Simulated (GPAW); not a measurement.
Crystal: SiC.

```xyz
8
Lattice="3.0757 0.0000 0.0000 -1.5378 2.6636 0.0000 0.0000 0.0000 10.0706" Properties=species:S:1:pos:R:3 pbc="T T T"
Si    0.0000    0.0000    1.8922
Si    0.0000    0.0000    6.9275
Si    0.0000    1.7758    4.4094
Si    1.5378    0.8879    9.4447
C     0.0000    0.0000    0.0046
C     0.0000    0.0000    5.0400
C     0.0000    1.7758    2.5157
C     1.5378    0.8879    7.5510
```

The cell is a database's computed one.

Base run:

* Program: GPAW 26.7.0
* Functional: MS2
* Potentials or basis: GPAW PAW data sets (gpaw-data 1.2.1)
* Cutoff: 800 eV
* Basis: pw
* k mesh: 6 × 6 × 2
* Occupations: fermi-dirac, width 0.05 eV
* Spin: no spin polarisation

Its results: band gap on the k mesh 2.55 eV, indirect (least direct gap 3.69 eV); pressure 1.6 GPa; largest force 0.012 eV/Å.

Task: The run is repeated on the same cell with these changes: functional from MS2 to r2SCAN; band points from 100 to 60. What comes out?

Result: Band gap on the k mesh 2.63 eV, indirect (least direct gap 3.81 eV); pressure 1.6 GPa; largest force 0.006 eV/Å.

Caveats: the PAW data sets were made with another functional, which shifts forces and pressure a little.

Not every run made on this cell is shown here.
